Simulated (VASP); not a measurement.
Wanted: the native input for a VASP 6.6.1 run.

```yaml
Task: band structure
Functional: TB-mBJ
Potentials_or_basis: VASP PAW PBE potentials, release 64 (Pb_d, S)
Cutoff: 520 eV
k_mesh: 6 × 6 × 6
Occupations: gaussian, width 0.02 eV
Spin: spin-orbit coupling, no magnetisation
Ladder: gaps
Further_INCAR_settings: ALGO = Normal; EDIFF = 1e-06
```

PbS (Galena):

```
Pb S
1.0
     0.00000    2.96575    2.96575
     2.96575    0.00000    2.96575
     2.96575    2.96575    0.00000
Pb S
1 1
Direct
  0.00000 0.00000 0.00000
  0.50000 0.50000 0.50000
```

One way to write it, as run:

POSCAR

```
PbS
1.0
    0.0000000000      2.9657500000      2.9657500000
    2.9657500000      0.0000000000      2.9657500000
    2.9657500000      2.9657500000      0.0000000000
Pb S
1 1
Direct
    0.0000000000      0.0000000000      0.0000000000
    0.5000000000      0.5000000000      0.5000000000
```

INCAR.step1

```
  ALGO = Normal
  EDIFF = 1E-5
  ENCUT = 520
  GGA = PE
  GGA_COMPAT = F
  ISIF = 2
  ISMEAR = 0
  KPAR = 2
  LASPH = T
  LCHARG = F
  LORBIT = 11
  LREAL = F
  LSORBIT = T
  LWAVE = T
  MAGMOM = 0 0 0 0 0 0
  NELM = 60
  PREC = Accurate
  SIGMA = 0.02
```

INCAR.step2

```
  ALGO = Normal
  EDIFF = 1E-6
  ENCUT = 520
  GGA_COMPAT = F
  ISIF = 2
  ISMEAR = 0
  ISTART = 1
  KPAR = 2
  LASPH = T
  LCHARG = F
  LORBIT = 11
  LREAL = F
  LSORBIT = T
  LWAVE = F
  MAGMOM = 0 0 0 0 0 0
  METAGGA = MBJ
  NELM = 60
  PREC = Accurate
  SIGMA = 0.02
```

KPOINTS

```
k-points
0
Gamma
  6 6 6
```

KPOINTS_OPT

```
path GXWKGLUWLK,UX
10
line-mode
reciprocal
 0.0000000000  0.0000000000  0.0000000000  G
 0.5000000000  0.0000000000  0.5000000000  X

 0.5000000000  0.0000000000  0.5000000000  X
 0.5000000000  0.2500000000  0.7500000000  W

 0.5000000000  0.2500000000  0.7500000000  W
 0.3750000000  0.3750000000  0.7500000000  K

 0.3750000000  0.3750000000  0.7500000000  K
 0.0000000000  0.0000000000  0.0000000000  G

 0.0000000000  0.0000000000  0.0000000000  G
 0.5000000000  0.5000000000  0.5000000000  L

 0.5000000000  0.5000000000  0.5000000000  L
 0.6250000000  0.2500000000  0.6250000000  U

 0.6250000000  0.2500000000  0.6250000000  U
 0.5000000000  0.2500000000  0.7500000000  W

 0.5000000000  0.2500000000  0.7500000000  W
 0.5000000000  0.5000000000  0.5000000000  L

 0.5000000000  0.5000000000  0.5000000000  L
 0.3750000000  0.3750000000  0.7500000000  K

 0.6250000000  0.2500000000  0.6250000000  U
 0.5000000000  0.0000000000  0.5000000000  X
```

Potentials or basis: VASP PAW PBE potentials, release 64 (Pb_d, S).

The run is started by

```sh
$ cat potpaw_PBE.64/Pb_d/POTCAR potpaw_PBE.64/S/POTCAR > POTCAR
$ cp INCAR.step1 INCAR
$ mpirun -np 2 vasp_ncl > vasp.out
$ cp INCAR.step2 INCAR
$ mpirun -np 2 vasp_ncl > vasp.out
```

Results of the run:

The valence electrons inside the program's atomic spheres are Pb 11.69; S 3.91.

Run time: 2.4 min on 2 MPI ranks on Intel(R) Xeon(R) 6975P-C (Granite Rapids), with other jobs on the host, peak memory 0.36 GiB a rank.
